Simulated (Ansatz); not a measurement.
Two isomers of C4H6O: A = `C=CC(C)=O`, B = `C=C=CCO`.

Computed with Ansatz on PBE0-D4/def2-TZVP structures; ΔE is electronic, products minus reactants. CCSD(T)/CBS is the MP2 limit (def2-TZVPP, def2-QZVPP) plus CCSD(T) − MP2 in def2-TZVPP, frozen cores. Functionals use def2-TZVPP. B3LYP here is the variant with VWN-RPA as its local correlation; programs differ in this. Each species was taken in one conformer, which may not be the lowest.

Task: Which isomer does CCSD(T)/CBS put lower? Give the gap. (An estimate is asked.)

Result: Computed: A, by 123.3 kJ/mol.

Task: Give E(B) − E(A) in kJ/mol with CCSD/def2-TZVPP, B3LYP-D4, ωB97M-V, B3LYP, CCSD(T)/def2-TZVPP, PBE-D4, r2SCAN-D4. (An estimate is asked.)

Result: Ansatz gave: CCSD/def2-TZVPP 124.9, B3LYP-D4 122.2, ωB97M-V 122.4, B3LYP 119.2, CCSD(T)/def2-TZVPP 126.2, PBE-D4 119.2, r2SCAN-D4 124.1. None reverses the order clearly.

Task: Does the order hold for the free energy at 298.15 K (harmonic terms from PBE0-D4)? (Best estimate.)

Result: Ansatz gave: Yes: G(B) − G(A) = +123.1 kJ/mol, for one conformer each.

Largest T1 diagnostic: 0.014.

At CCSD(T), def2-SVP lies +19.6 kJ/mol from the extrapolated value and def2-TZVPP +2.9 kJ/mol. In def2-TZVPP, CCSD(T) changes the Hartree–Fock value by −7.1 kJ/mol (the triples alone add +1.3 kJ/mol) and MP2 by −5.1 kJ/mol.
